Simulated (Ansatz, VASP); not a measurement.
# Be: VASP beside Ansatz

```xyz
6
Lattice="-0.1768 -0.1040 -2.2615 1.7691 -3.0692 0.0029 -5.1316 -2.9581 -0.5585" Properties=species:S:1:pos:R:3 pbc="T T T"
Be   -1.5156   -2.9180   -0.0156
Be   -3.5281   -6.1230   -0.8179
Be   -3.2851   -3.9387   -0.9557
Be   -1.9351   -1.1164   -1.2022
Be   -3.7046   -2.1371   -2.1422
Be    0.0770   -2.0012   -1.3372
```

Change from the starting cell: omega type (P6/mmm, No. 191); cell x2, atoms moved at random (sigma 0.1 Å) and cell strained at random (1.5 %), then relaxed without symmetry.

Alike in both runs: functional PBEsol; k mesh 10 × 6 × 4; occupations gaussian, width 0.1 eV; no spin polarisation.

Ansatz relaxed the structure, and its values are those at the end. VASP's run is a single point on that final structure, the one shown.

|  | VASP | Ansatz |
| --- | --- | --- |
| version | VASP 6.6.1 | Ansatz 0.2.0 |
| potentials or method | VASP PAW PBE potentials, release 64 (Be) | scalar-relativistic, plane waves, PAW |
| plane-wave cutoff (eV) | 520 | 420 |
| valence electrons in the cell | 12 | 12 |

Ansatz gave:

* gap on the k mesh at the Fermi level (eV): none
* pressure (GPa): 0.1

Task: Which values does VASP return?

Result: gap on the k mesh at the Fermi level (eV): none; pressure (GPa): 0.4.

A gap of «none» marks a metal or a gap that the smearing closes.

Caveats: the PAW data sets were made with another functional, which shifts forces and pressure a little (VASP).
